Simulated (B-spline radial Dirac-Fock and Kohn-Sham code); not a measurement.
The S-like isoelectronic sequence (16 electrons), Z = 31 to 43

Level of theory: ΔSCF Dirac-Fock with Breit, self-energy and vacuum polarisation, finite nucleus, configuration average; a radial atomic solver. Binding energies in eV, tabulated ground configurations ([Ne] 3s2 3p4 throughout). Correlation and solid-state effects are left out.

```csv
ion,1s,2s,2p1/2,outermost level,NIST ionisation energy
Ga¹⁵⁺,10927.6,1856.2,1696.3,550.9 (3p),548.3 ± 0.7
Ge¹⁶⁺,11719.1,2021.8,1855.3,611.8 (3p),609.1 ± 0.8
As¹⁷⁺,12539.8,2194.9,2021.6,675.9 (3p),672.9 ± 0.9
Se¹⁸⁺,13389.8,2375.4,2195.3,743.0 (3p),739.8 ± 1.1
Br¹⁹⁺,14269.3,2563.3,2376.4,813.3 (3p),809.8 ± 1.2
Kr²⁰⁺,15178.4,2758.7,2564.9,886.7 (3p),882.8 ± 1.3
Rb²¹⁺,?,?,?,?,?
Sr²²⁺,17086.2,3172.2,2964.5,1042.8 (3p),1038 ± 1.5
Zr²⁴⁺,19114.6,3616.4,3394.5,1211.6 (3p),1205.4 ± 1.7
Nb²⁵⁺,20174.4,3850.1,3621.0,1300.7 (3p),1293.7 ± 1.8
Mo²⁶⁺,21265.0,4091.6,3855.2,1393.0 (3p),1385.1 ± 1.9
Tc²⁷⁺,22386.5,4341.0,4097.3,1488.4 (3p),1479.5 ± 2
```

Q: Fill in the row of Rb²¹⁺.

A: 1s 16117.3, 2s 2961.7, 2p1/2 2760.9, outermost 963.2 (3p), NIST 958.9 ± 1.4 eV.

NIST's values are for the lowest levels; a dash marks a value that is missing or belongs to another shell. Their kind here: semi-empirical. Where a p, d or f shell is open in either ion the computed value averages over both j values and all terms, while the table refers to the lowest levels; that difference holds spin-orbit splitting (largest in heavy or highly charged ions), term energies where several electrons share open shells, and correlation, and it can reach 10 % or more.
